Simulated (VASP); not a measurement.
Here is a VASP 6.6.1 calculation.

INCAR

```
  PREC = Accurate
  ENCUT = 520
  EDIFF = 1E-7
  ISMEAR = 0
  SIGMA = 0.1
  LREAL = False
  LASPH = True
  NELM = 80
  ALGO = Normal
  ISIF = 2
  LWAVE = False
  LCHARG = False
  GGA = PE
  NBANDS = 12
```

Contents of KPOINTS:

```
Automatic mesh
0
Gamma
  3 2 3
```

The input POSCAR:

```
Ti
1.0
    0.0000000000      2.0300000000      2.0300000000
    2.0300000000      0.0000000000      2.0300000000
    2.0300000000      2.0300000000      0.0000000000
Ti
1
Direct
    0.0000000000      0.0000000000      0.0000000000
```

Potentials or basis: VASP PAW PBE potentials, release 64 (Ti_sv).

Command:

```console
$ cat potpaw_PBE.64/Ti_sv/POTCAR > POTCAR
$ mpirun -np 1 vasp_std > vasp.out
```

Q: Predict the pressure.

A: 1.3 GPa.

Q: What does it give for the band gap on the k mesh?

A: None (metal or under the smearing width).

Caveat: the k mesh is coarse (spacing up to 1.34 Å⁻¹), so the values aren't converged.
